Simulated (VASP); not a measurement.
The system is Si.

```
Si
1.0
     2.62054    0.00000    0.00000
    -1.31027    2.26946    0.00000
     0.00000    0.00000    2.46635
Si
1
Direct
  0.00000 0.00000 0.00000
```

This isn't the form of Si at room conditions, which is diamond.

* Program: VASP 6.6.1
* Task: relaxation of cell and atoms
* Functional: RPBE
* Potentials or basis: VASP PAW PBE potentials, release 64 (Si)
* Cutoff: 600 eV
* k mesh: 12 × 12 × 11
* Occupations: fermi-dirac, width 0.05 eV
* Spin: no spin polarisation

At the start: pressure 4.2 GPa; volume 14.67 Å³/atom.

Q: Where does the relaxation end?

A: Over 6 steps the energy falls by 8.2 meV/atom and the volume is 15.18 Å³/atom (+3.5 %); space group P6/mmm (No. 191, to 0.05 Å).

Step by step:
```csv
step,energy change (eV),largest force (eV/Å),pressure (GPa),volume (Å³)
1,0.0000,0.0000,4.21,14.67
2,-0.0053,0.0000,-2.08,15.50
3,-0.0082,0.0000,0.09,15.18
4,-0.0082,0.0000,0.15,15.17
5,-0.0082,0.0000,0.04,15.19
6,-0.0082,0.0000,0.07,15.18
```

Final structure:
```
Si
1.0
     2.64149    0.00000    0.00000
    -1.32075    2.28760    0.00000
     0.00000    0.00000    2.51288
Si
1
Cartesian
  0.0000 0.0000 2.5129
```

Caveat: the PAW data sets were made with another functional, which shifts forces and pressure a little.
